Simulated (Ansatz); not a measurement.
## WS2 (Tungstenite): single point with PBEsol

Crystal: WS2 (Tungstenite).

```
W S
1.0
     1.57900    0.91164    6.16333
    -1.57900    0.91164    6.16333
     0.00000   -1.82327    6.16333
W S
1 2
Direct
  0.98702 0.01091 0.00837
  0.58570 0.58146 0.57252
  0.74750 0.73998 0.77082
```

The cell isn't the ideal one: atoms moved at random, drawn with an rms of 0.05 Å.

- Program: Ansatz 0.2.0
- Task: single point
- Functional: PBEsol
- Potentials or basis: all-electron LAPW, scalar-relativistic
- Cutoff: 303 eV (chosen from the basis error)
- Basis error allowed: 0.001 eV/atom
- k mesh: 10 × 10 × 10
- Occupations: fermi-dirac, width 0.05 eV
- Spin: no spin polarisation

| Item | Value |
| --- | --- |
| Pressure | -3.6 GPa |
| Largest force | 1.653 eV/Å |
| Band gap on the k mesh | 0.93 eV, indirect (least direct gap 2.06 eV) |

Forces in eV/Å, atoms in the order of the input:
```
W    0.952 -0.012 -1.351
S   -0.380 -0.326  1.315
S   -0.572  0.338  0.036
```

Stress tensor (GPa, compression positive):
```
-2.58 -0.86 -0.77
-0.86 -2.84  3.02
-0.77  3.02 -5.30
```

Levels at points of the mesh, in eV from the valence-band top:
```
              k point  band 33  band 34  band 35  band 36  band 37  band 38  band 39  band 40
   (0.00, 0.00, 0.00)    -2.25    -1.86    -1.60    -1.12     1.95     2.26     2.58     2.70
  (0.00, 0.00, -0.50)    -3.96    -2.64    -1.81    -1.41     2.39     2.61     3.37     3.90
  (0.00, -0.50, 0.00)    -3.88    -2.58    -1.81    -1.53     2.36     2.61     3.57     3.88
 (0.00, -0.50, -0.50)    -3.94    -3.16    -1.87    -1.37     2.37     2.58     3.17     4.35
  (-0.50, 0.00, 0.00)    -4.03    -2.43    -1.71    -1.52     2.43     2.56     3.46     3.81
 (-0.50, 0.00, -0.50)    -3.79    -3.30    -1.84    -1.51     2.32     2.69     3.29     4.24
 (-0.50, -0.50, 0.00)    -3.87    -3.16    -1.88    -1.39     2.35     2.66     3.26     4.34
(-0.50, -0.50, -0.50)    -3.27    -2.21    -1.79     0.00     2.06     2.22     2.44     2.68
```

Wall time 5.6 min on 2 threads of AMD EPYC 7R43 64-Core Processor (Zen 3), with other jobs on the host, peak memory 2 GiB.

Caveat: spin-orbit coupling is left out, which moves the levels of the heavy elements. A k mesh can miss the band edges.
